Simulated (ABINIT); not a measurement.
## Bi: equation of state with WC

Bi:

```
CELL_PARAMETERS angstrom
-1.98143 1.98143 1.98143
1.98143 -1.98143 1.98143
1.98143 1.98143 -1.98143
ATOMIC_POSITIONS crystal
Bi 0.00000 0.00000 0.00000
```

This isn't the form of Bi at room conditions, which is rhombohedral.

| Quantity | Value |
| --- | --- |
| Program | ABINIT 10.8.3 (patched build) |
| Task | equation of state |
| Functional | WC |
| Potentials or basis | JTH PAW PBE v2.0 |
| Cutoff | 599 eV |
| k mesh | 9 × 9 × 9 |
| Occupations | fermi-dirac, width 0.05 eV |
| Spin | no spin polarisation |

```json
{
  "Equilibrium volume": "30.19 Å³/atom",
  "Bulk modulus": "61 GPa",
  "Pressure derivative of the bulk modulus": "4.7"
}
```

Energy against volume, from the lowest point:
```tsv
volume (Å³/atom)	energy (meV/atom)
29.250	5.31
29.872	0.09
30.495	0.00
31.117	4.55
31.739	13.21
32.362	25.52
32.984	41.02
```

It took 78 s on 1 thread of Arm Neoverse V1, on a shared host, peak memory 0.14 GiB.

Caveat: pressures at fixed basis lie under the slope of the energies; the PAW data sets were made with another functional, which shifts forces and pressure a little.
